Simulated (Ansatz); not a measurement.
# FeCo: the cost of one run

Program: Ansatz 0.2.0. Level of theory: DFT PBE, scalar-relativistic, plane waves, PAW, unless a step names another level. These are calculated values, not measurements.

## 1. The structure to begin with

Symmetry: Pm-3m, No. 221, cubic system. The conventional cell has a = 2.845 Å, b = 2.845 Å, c = 2.845 Å, α = 90.00°, β = 90.00°, γ = 90.00°. Fe (site symmetry m-3m) is surrounded by 8 Co at 2.46 Å. Co (site symmetry m-3m) is surrounded by 8 Fe at 2.46 Å.

As a file:

```xyz
2
Lattice="2.8447 0.0000 0.0000 0.0000 2.8447 0.0000 0.0000 0.0000 2.8447" Properties=species:S:1:pos:R:3 pbc="T T T"
Fe    1.4224    1.4224    1.4224
Co    0.0000    0.0000    0.0000
```

It is the end of an earlier relaxation with the same method, from a generated guess; it needn't be the stable form of this composition. At a tolerance of 0.05 Å it has space group Pm-3m (No. 221); it has 11.51 Å³/atom, an uncorrected energy of -0.07 eV/atom over the elements.

## 2. Bands, states and charges

Contents of input.yaml:

```yaml
crystal:
  lattice:
    - [2.8447488503, 0.0, 0.0]
    - [0.0, 2.8447488503, 0.0]
    - [0.0, 0.0, 2.8447488503]
  atoms:
    - { symbol: Fe, position: [0.5, 0.5, 0.5], spin: -3.09 }
    - { symbol: Co, position: [0.0, 0.0, 0.0], spin: -2.01 }
basis:
  ecutwfc: 420
kpoints:
  mp_grid: { grid: [20, 20, 20] }
  band_path:
    path:
      - [[0.0, 0.0, 0.0], [0.0, 0.5, 0.0], [0.5, 0.5, 0.0], [0.0, 0.0, 0.0], [0.5, 0.5, 0.5], [0.0, 0.5, 0.0]]
      - [[0.5, 0.5, 0.5], [0.5, 0.5, 0.0]]
    npoints: 14
hamiltonian:
  xc: pbe
scf:
  occupations: { method: gaussian, width: 0.1 }
  n_extra_bands: 6
output:
  forces: true
  stress: true
  eigenvalues: true
  populations: true
  dos: { projected: true, de: 0.02, nscf_kmesh: { grid: [24, 24, 24] } }
  bader: true
magnetization:
  spin_polarized: true
checkpoint:
  read: start.run
  write: ck
  compress: false
  write_wavefunctions: false
  write_every: 100000
```

On the command line:

```sh
> ansatz run input.yaml --threads 1 --pin off --max-ram 2560MiB --backend cpu --events-out ev --progress --plain --runs-dir out
```

Q: Estimate wall time and peak memory on 1 thread of Intel Xeon at 2.50GHz (Skylake/Cascade Lake), shared host.

About 2.4 min, with a peak of 0.53 GiB.
